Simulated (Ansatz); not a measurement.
Al, 1 atom in the cell. Symmetry: Fm-3m, No. 225, cubic system. The conventional cell has a = 4.050 Å, b = 4.050 Å, c = 4.050 Å, α = 90.00°, β = 90.00°, γ = 90.00°. Al (site symmetry m-3m) has 12 Al at 2.86 Å as nearest neighbours. 

```yaml
Program: Ansatz 0.2.0
Task: relaxation of cell and atoms
Functional: HSE06
Potentials_or_basis: Ansatz PAW
Cutoff: "420 eV (not typed: the program's choice for these potentials)"
k_mesh: 6 × 6 × 6
Occupations: fermi-dirac, width 0.05 eV
Spin: no spin polarisation
```

Potentials or basis: Ansatz PAW.

The run is started by

```console
$ ansatz run input.yaml --threads 2 --pin off --max-ram 5632MiB --backend cpu --events-out ev --progress --plain --runs-dir out
```

Hardware: 2 threads of AMD EPYC 7R43 64-Core Processor (Zen 3), on a shared host.

Task: Estimate the wall time of this run.

Result: It took 11 s on 2 threads of AMD EPYC 7R43 64-Core Processor (Zen 3) (shared host), peak memory 0.47 GiB. Counts: scf iterations 36, plane waves 331, k points 16, bands 6, ion steps 4.
